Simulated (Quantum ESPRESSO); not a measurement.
Crystal: AlN.

```xyz
4
Lattice="3.1130 0.0000 0.0000 -1.5565 2.6959 0.0000 0.0000 0.0000 4.9810" Properties=species:S:1:pos:R:3 pbc="T T T"
Al    1.5565    0.8986    2.4905
Al    0.0000    1.7973    0.0000
N     1.5565    0.8986    4.3833
N     0.0000    1.7973    1.8928
```

Base run:

| Property | Result |
| --- | --- |
| Program | Quantum ESPRESSO 7.5 |
| Functional | WC |
| Potentials or basis | GBRV 1.5 PBE |
| Cutoff | 612 eV |
| Density cutoff | 4898 eV |
| k mesh | 8 × 8 × 4, shifted |
| Occupations | fermi-dirac, width 0.05 eV |
| Spin | no spin polarisation |

Its results: pressure 1.2 GPa; largest force 0.126 eV/Å; electronic dielectric tensor (diagonal) 4.53, 4.53, 4.72.

Question: The run is repeated on the same cell with these changes: functional from WC to LDA; potentials or basis from GBRV 1.5 PBE to GBRV 1.5 LDA. What comes out?

Answer: Pressure -3.8 GPa; largest force 0.115 eV/Å; electronic dielectric tensor (diagonal) 4.47, 4.47, 4.66.

Caveats: the potentials were made for another functional, which shifts forces and pressure (some runs); the cell is more than 3 GPa from zero pressure, which shifts response properties (some runs).
